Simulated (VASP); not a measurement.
Crystal: KI.

```
I K
1.0
     0.00000    3.53277    3.53277
     3.53277    0.00000    3.53277
     3.53277    3.53277    0.00000
I K
1 1
Cartesian
  3.5328 3.5328 3.5328
  0.0000 0.0000 0.0000
```

Base run:

- Program: VASP 6.6.1
- Functional: PBEsol
- Potentials or basis: VASP PAW PBE potentials, release 64 (I, K_sv)
- Cutoff: 520 eV
- k mesh: 8 × 8 × 8
- Occupations: gaussian, width 0.02 eV
- Spin: no spin polarisation

Its results: band gap on the k mesh 3.81 eV, direct.

Q: The run is repeated on the same cell with these changes: functional from PBEsol to r2SCAN; further incar settings from ALGO = Fast; EDIFF = 1e-07; NBANDS = 15 to ALGO = Normal; EDIFF = 1e-07; NBANDS = 15. What comes out?

A: Band gap on the k mesh 4.61 eV, direct.

Caveats: spin-orbit coupling is left out, which moves the levels of the heavy elements.
